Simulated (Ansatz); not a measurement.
Space group P4/mmm (No. 123). a = 2.729 Å, b = 2.729 Å, c = 3.767 Å, α = 90.00°, β = 90.00°, γ = 90.00°
```
atom site symmetry x y z
  Fe    1a     4/mmm  0.0000  0.0000  0.0000
  Pt    1d     4/mmm  0.5000  0.5000  0.5000
```

Equation of state of this FePt structure (not necessarily the ground state), with shape and atoms relaxed at each volume where symmetry leaves them free. It has no gap at any of these volumes. These are results of Ansatz 0.2.0, DFT PBE, scalar-relativistic, plane waves, PAW, not measurements.

Plane waves to 420 eV, a k mesh through Γ of 16×16×12 on the computed 2-atom cell and Gaussian smearing (0.10 eV); collinear spin.

| V (Å³/atom) | E − E(largest V) (meV/atom) | P (GPa) |
| --- | --- | --- |
| 12.341 | 90.35 | 35.44 |
| 12.761 | 12.80 | 23.99 |
| 13.182 | -37.14 | 14.50 |
| 13.603 | -64.65 | 6.65 |
| 14.023 | -73.20 | 0.00 |
| 14.444 | -65.61 | -5.54 |
| 14.865 | -44.71 | -10.12 |
| 15.426 | 0.00 | -15.14 |

Q: Fit a third-order Birch–Murnaghan equation to E(V).

A: V0 = 14.02 Å³/atom, B0 = 202 GPa, B0' = 4.9.

Spin-orbit coupling is left out, which matters for the bands of heavy elements. Only parallel moments were tried here.